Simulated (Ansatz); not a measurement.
## Two Ansatz runs on Si

The cell was built from the hcp type and relaxed in the same program; it needn't be a known or the stable phase. The listed cell was then made from it by scaling, straining or moving an atom.

First run: DFT, PBEsol, all-electron LAPW, scalar-relativistic (Ansatz 0.2.0).

Command: `ansatz run input.yaml --threads 1 --pin off --max-ram 2048MiB --backend cpu --events-out ev --progress --plain --runs-dir out` The run took about 6 s on 1 thread of a shared machine.

```yaml
crystal:
  lattice:
    - [2.7249406484, 0.0, 0.0]
    - [-1.3624703242, 2.3598678253, 0.0]
    - [0.0, 0.0, 4.6327345904]
  atoms:
    - { symbol: Si, position: [0.3333333333, 0.6666666667, 0.25] }
    - { symbol: Si, position: [0.6666666667, 0.3333333333, 0.75] }
kpoints:
  mp_grid: { grid: [15, 15, 8] }
scf:
  occupations: { method: fermi_dirac, width: 0.05 }
hamiltonian:
  xc: pbesol
  pseudopotentials: { kind: all_electron, lapw: { basis_error: 0.001 } }
output:
  forces: true
  stress: true
  eigenvalues: true
```

Result: converged; pressure -5.41 GPa; no gap on the k mesh; 5 SCF iterations.

A second run of a changed input logged this at its end:

```
       -0.000000       0.770023       0.000000
        0.000000       0.000000       9.284733
  P = ⅓ Tr σ = 3.6083 GPa (36.083 kbar)
--- Band table (eV; the first three rows and the last of 135) ---
  k-point 0: bands = ["-122.4030", "-122.4023", "-78.6953", "-78.6953", "-78.6944", "-78.6944", "-78.6913", "-78.6853", "-2.2415", "3.8605", "5.0255", "20.5097", "20.5097", "21.8558", "21.8558", "21.8918"]
  k-point 1: bands = ["-122.4030", "-122.4023", "-78.6953", "-78.6953", "-78.6944", "-78.6944", "-78.6911", "-78.6855", "-2.1361", "2.7996", "6.2773", "19.8592", "20.5926", "20.5926", "21.9237", "21.9237"]
  k-point 2: bands = ["-122.4029", "-122.4024", "-78.6952", "-78.6952", "-78.6945", "-78.6945", "-78.6904", "-78.6862", "-1.8202", "1.5016", "8.1465", "17.3533", "20.8386", "20.8386", "22.0894", "22.0894"]
  k-point 134: bands = ["-122.4018", "-122.4018", "-78.6997", "-78.6997", "-78.6995", "-78.6995", "-78.6874", "-78.6874", "7.5508", "7.5508", "7.7066", "7.7066", "8.4764", "8.4764", "18.6296", "18.6296"]
```

Task: What was wrong with the input?

Result: Fixed occupations whatever the gap, by this change (others could give a like log):
```diff
@@ -10,5 +10,6 @@
   mp_grid: { grid: [15, 15, 8] }
 scf:
-  occupations: { method: fermi_dirac, width: 0.05 }
+  occupations: { method: fixed }
+  max_iter: 100
 hamiltonian:
   xc: pbesol
```
